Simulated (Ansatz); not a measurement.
LaAlO3:
```yaml
crystal:
  lattice:
    - [3.77586, 0.00000, 0.00000]
    - [0.00000, 3.77586, 0.00000]
    - [0.00000, 0.00000, 3.77586]
  atoms:
    - { symbol: La, position: [0.50000, 0.50000, 0.50000] }
    - { symbol: Al, position: [0.00000, 0.00000, 0.00000] }
    - { symbol: O, position: [0.00000, 0.50000, 0.00000] }
    - { symbol: O, position: [0.50000, 0.00000, 0.00000] }
    - { symbol: O, position: [0.00000, 0.00000, 0.50000] }
```

Relaxed with HSE06.

Problem. Give the Bader charges and basin volumes of the independent atoms, plane-wave PAW HSE06 (Ansatz code).

Solution. 

| atom | Bader charge (e) | Bader volume (Å³) |
|---|---|---|
| La1 | +2.21 | 16.3 |
| Al2 | +2.59 | 3.0 |
| O3 | -1.60 | 11.5 |

Space group Pm-3m (cubic perovskite). This is a known high-temperature phase of the composition, computed here at zero pressure and temperature. The HSE06 relaxation kept the symmetry of its start; whether a distortion lowers the energy is not shown. Spin–orbit coupling is left out wherever it is not named.

Potentials: the earlier of the program's two PAW sets.
